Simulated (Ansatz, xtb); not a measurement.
## Relative energy of two isomers of C6H6O

Structure a is `C=Cc1ccco1`, a singlet and structure b is `Oc1ccccc1`, a singlet. Both are isolated molecules in the gas phase, relaxed with PBE-D3(BJ)/def2-SVP; the shapes shown needn't be the lowest conformers.

a (Å):

```xyz
13

C     0.9566   -0.4947   -2.4564
C     0.1051   -0.1012   -1.4815
C     0.4019   -0.0436   -0.0680
C    -0.3623    0.3344    1.0269
C     0.4694    0.1839    2.1816
C     1.6814   -0.2739    1.7156
O     1.6525   -0.4148    0.3624
H     1.9835   -0.8127   -2.2201
H     0.6443   -0.5074   -3.5104
H    -0.9200    0.2135   -1.7385
H    -1.4017    0.6791    0.9933
H     0.2071    0.3878    3.2254
H     2.6257   -0.5360    2.2038
```

b (Å):

```xyz
13

C    -0.5772    0.4740   -0.2631
C     0.7573    0.1179    0.0176
C     1.0418   -0.7659    1.0694
C     0.0061   -1.3024    1.8495
C    -1.3232   -0.9439    1.5652
C    -1.6205   -0.0629    0.5184
O    -0.9135    1.3268   -1.2709
H    -0.0945    1.6119   -1.7170
H     1.5746    0.5370   -0.5931
H     2.0886   -1.0355    1.2777
H     0.2320   -1.9950    2.6733
H    -2.1454   -1.3575    2.1693
H    -2.6555    0.2260    0.2850
```

Quicker runs give these differences E(b) − E(a): GFN2-xTB −0.728 eV; HF/STO-3G −0.950 eV (at GFN2-xTB geometries); r2SCAN-D4/def2-SVP −1.207 eV (at GFN2-xTB geometries).

Problem. Estimate E(b) − E(a) at the level CCSD(T)/def2-SVP + ΔMP2/def2-TZVPP.

Solution. Calculated at CCSD(T)/def2-SVP + ΔMP2/def2-TZVPP: E(b) − E(a) = −1.166 eV, so structure b lies lower.

The same difference at several levels:

```tsv
level	geometry	E(b) − E(a) (eV)	departure from the last row (eV)	job, with rough time for the two
GFN2-xTB	GFN2-xTB	−0.728	+0.438	optimisation, 0.16 s
HF/STO-3G	GFN2-xTB	−0.950	+0.216	single point, 0.78 s
r2SCAN-D4/def2-SVP	GFN2-xTB	−1.207	−0.042	single point, 8.7 s
PBE-D3(BJ)/def2-SVP	PBE-D3(BJ)/def2-SVP	−1.123	+0.043	optimisation, 33 s
HF/def2-SVP	PBE-D3(BJ)/def2-SVP	−1.329	−0.163	part of the CCSD(T) run
MP2/def2-SVP	PBE-D3(BJ)/def2-SVP	−1.216	−0.050	part of the CCSD(T) run
CCSD(T)/def2-SVP	PBE-D3(BJ)/def2-SVP	−1.099	+0.067	single point
CCSD(T)/def2-SVP + ΔMP2/def2-TZVPP	PBE-D3(BJ)/def2-SVP	−1.166		single point, 2.5 min
```

As drawn, b has 1 C–O, 3 C∷C, 1 O–H in place of 1 C=C, 1 C–C, 2 C∷O, 1 C–H (∷ is an aromatic bond). Structure a has a 5-membered ring (with an aromatic ring), b a 6-membered ring (with an aromatic ring).

None of the levels shown reverses the order. The largest departure from CCSD(T)/def2-SVP + ΔMP2/def2-TZVPP is that of GFN2-xTB, 0.438 eV. The last row adds to CCSD(T) the change of the MP2 difference between the two basis sets, here −0.067 eV.

With thermal terms from frequencies at re-optimised GFN2-xTB minima (ideal gas, soft modes damped towards free rotors, one conformer each, 298.15 K, 1 atm): the zero-point term adds +0.029 eV; ΔH is −1.149 and ΔG −1.115 eV.

The correlated steps freeze 7 core orbitals. Codes used: Ansatz 0.2.0, xtb 6.7.1; the last row on 2 threads of Arm Neoverse N1 on a shared host.
